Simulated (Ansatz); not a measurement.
# Relativity in Ti

```xyz
1
Lattice="0.0000 2.0300 2.0300 2.0300 0.0000 2.0300 2.0300 2.0300 0.0000" Properties=species:S:1:pos:R:3 pbc="T T T"
Ti    0.0000    0.0000    0.0000
```

The cell is COD entry 1534878, as deposited and not checked against the literature; nothing was relaxed.

One fixed cell is solved with PBE by all-electron LAPW in Ansatz 0.2.0 under different relativistic treatments. Pressure is positive in compression.

Settings: a Γ-centred 15×15×15 k mesh, Fermi–Dirac smearing of 0.05 eV, basis error target 0.25 meV/atom, no spin polarisation.

```json
{"setting": "scalar-relativistic", "P (GPa)": "4.47", "lowest level at Γ above −25 eV, from the valence-band top or, without a gap, the Fermi level (eV)": "-6.15"}
{"setting": "non-relativistic", "P (GPa)": "?", "lowest level at Γ above −25 eV, from the valence-band top or, without a gap, the Fermi level (eV)": "?"}
{"setting": "with spin–orbit coupling", "P (GPa)": "4.47", "lowest level at Γ above −25 eV, from the valence-band top or, without a gap, the Fermi level (eV)": "-6.15"}
```

(1) Fill in "lowest level at Γ above −25 eV, from the valence-band top or, without a gap, the Fermi level (eV)" for the row "non-relativistic".

(2) Give the missing entry: row "non-relativistic", column "P (GPa)".

## Answers

(1) -5.98.

(2) 4.70.
